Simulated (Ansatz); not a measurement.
# Ge: the cost of one run

Method: DFT r2SCAN, scalar-relativistic, plane waves, PAW, in Ansatz 0.2.0.

1 further run of the same task is left out (set aside as unsound or not needed). Runs told in other sessions of the task aren't counted.

### Step 1. The system as given

It takes space group Cmmm (No. 65, orthorhombic). The conventional cell has a = 2.795 Å, b = 5.052 Å, c = 2.650 Å, α = 90.00°, β = 90.00°, γ = 90.00°. Around Ge (site symmetry mmm) lie 8 Ge at 2.65 to 2.89 Å.

As a file:

```
CELL_PARAMETERS angstrom
1.39759 -2.52621 0.00000
1.39759 2.52621 0.00000
0.00000 0.00000 5.29923
ATOMIC_POSITIONS crystal
Ge 0.50026 0.49974 0.25000
Ge 0.49974 0.50026 0.75000
```

It goes back to an entry of the Materials Project, which need not be the stable form.

It is the result of an earlier relaxation at this level (volume 18.71 Å³/atom; gap on the mesh: none (metal)).

### Step 2. The reference cell

Reference values: F = -8605.0397 eV; pressure -0.09 GPa; largest force 0.001 eV/Å; gap on the mesh none (metal). It was computed beforehand with the settings of the runs below.

### Step 3. Next: a strain scan

The cell is strained by ε times the Voigt pattern (0, 0, 0, 0, 1, 0) (xx, yy, zz, yz, xz, xy; engineering shear), with fractional coordinates fixed (clamped ions). The stress on the pattern is the sum of the stress components weighted by it, tension positive.

### Step 4. ε = -0.1000

File input.yaml:

```yaml
crystal:
  lattice:
    - [1.397592124, -2.5262146454, -0.0698796062]
    - [1.397592124, 2.5262146454, -0.0698796062]
    - [-0.2649614187, 0.0, 5.2992283745]
  atoms:
    - { symbol: Ge, position: [0.5002627511, 0.4997372489, 0.25] }
    - { symbol: Ge, position: [0.4997372489, 0.5002627511, 0.75] }
basis:
  ecutwfc: 500
kpoints:
  mp_grid: { grid: [24, 24, 12] }
hamiltonian:
  xc: r2scan
scf:
  occupations: { method: gaussian, width: 0.15 }
output:
  forces: true
  stress: true
  eigenvalues: true
```

Run with:

```sh
> ansatz run input.yaml --threads 1 --pin off --max-ram 2560MiB --backend cpu --events-out ev --progress --plain --runs-dir out
```

**Question.** How long does this run take on 1 thread of AMD EPYC 9R45 (Zen 5), shared host, and how much memory does it need?

About 35 s, with a peak of 1.5 GiB.
